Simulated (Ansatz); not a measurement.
Input, command and steps of an Ansatz relaxation.

```yaml
crystal:
  lattice:
    - [4.0607936633, 0.0, 0.0]
    - [-2.0303968316, 3.5167504719, 0.0]
    - [0.0, 0.0, 5.0198005647]
  atoms:
    - { symbol: Al, position: [0.0, 0.0, 0.0] }
    - { symbol: Al, position: [0.3333333333, 0.6666666667, 0.3501725376] }
    - { symbol: Al, position: [0.6666666667, 0.3333333333, 0.6498274624] }
    - { symbol: Cu, position: [0.3333333333, 0.6666666667, 0.8401683162] }
    - { symbol: Cu, position: [0.6666666667, 0.3333333333, 0.1598316838] }
basis:
  ecutwfc: 500
kpoints:
  mp_grid: { grid: [12, 12, 8] }
hamiltonian:
  xc: r2scan
scf:
  occupations: { method: gaussian, width: 0.1 }
output:
  forces: true
  stress: true
  eigenvalues: true
relax:
  adjacent_minimum: "off"
  f_tol: 0.008
  max_steps: 40
  cell: { stress_tol: 0.015, fix: [a, b, gamma] }
```

```bash
ansatz run input.yaml --threads 1 --pin off --max-ram 2560MiB --backend cpu --events-out ev --progress --plain --runs-dir out
```

Method: DFT r2SCAN, scalar-relativistic, plane waves, PAW in Ansatz 0.2.0.

Of 5 frames 4 are shown, positions in Å and forces in eV/Å; the SCF threshold varies from step to step. Steps run on the plane waves of an earlier cell, with a Pulay correction in the pressure. The basis is chosen afresh for the last frame, the zero of the energies, and at times for earlier ones too; energy and pressure step there, also at an unchanged geometry.

```xyz
5
Lattice="4.0608 0.0000 0.0000 -2.0304 3.5168 0.0000 0.0000 0.0000 5.0198" Properties=species:S:1:pos:R:3:forces:R:3 pbc="T T T" step=1 free_energy_over_end_meV_per_atom=0.12 pressure_GPa=1.70
Al    0.0000    0.0000    0.0000    0.0000    0.0000    0.0000
Al    0.0000    2.3445    1.7578    0.0000    0.0000    0.0069
Al    2.0304    1.1723    3.2620    0.0000    0.0000   -0.0069
Cu    0.0000    2.3445    4.2175    0.0000    0.0000   -0.0427
Cu    2.0304    1.1723    0.8023    0.0000    0.0000    0.0427
5
Lattice="4.0608 0.0000 0.0000 -2.0304 3.5168 0.0000 0.0000 0.0000 5.0106" Properties=species:S:1:pos:R:3:forces:R:3 pbc="T T T" step=2 free_energy_over_end_meV_per_atom=0.01 pressure_GPa=1.94
Al    0.0000    0.0000    0.0000    0.0000    0.0000    0.0000
Al    0.0000    2.3445    1.7538    0.0000    0.0000    0.0103
Al    2.0304    1.1723    3.2569    0.0000    0.0000   -0.0103
Cu    0.0000    2.3445    4.2078    0.0000    0.0000   -0.0229
Cu    2.0304    1.1723    0.8028    0.0000    0.0000    0.0229
5
Lattice="4.0608 0.0000 0.0000 -2.0304 3.5168 0.0000 0.0000 0.0000 5.0063" Properties=species:S:1:pos:R:3:forces:R:3 pbc="T T T" step=3 free_energy_over_end_meV_per_atom=-0.01 pressure_GPa=2.05
Al    0.0000    0.0000    0.0000    0.0000    0.0000    0.0000
Al    0.0000    2.3445    1.7525    0.0000    0.0000    0.0005
Al    2.0304    1.1723    3.2538    0.0000    0.0000   -0.0005
Cu    0.0000    2.3445    4.2025    0.0000    0.0000   -0.0034
Cu    2.0304    1.1723    0.8039    0.0000    0.0000    0.0034
5
Lattice="4.0608 0.0000 0.0000 -2.0304 3.5168 0.0000 0.0000 0.0000 5.0067" Properties=species:S:1:pos:R:3:forces:R:3 pbc="T T T" step=5 free_energy_over_end_meV_per_atom=0.00 pressure_GPa=2.04
Al    0.0000    0.0000    0.0000    0.0000    0.0000    0.0000
Al    0.0000    2.3445    1.7526    0.0000    0.0000   -0.0005
Al    2.0304    1.1723    3.2541    0.0000    0.0000    0.0005
Cu    0.0000    2.3445    4.2024    0.0000    0.0000   -0.0012
Cu    2.0304    1.1723    0.8042    0.0000    0.0000    0.0012
```

It took 2.2 min on 1 thread of Intel(R) Xeon(R) Processor @ 2.70GHz, with other jobs on the host, peak memory 0.73 GiB.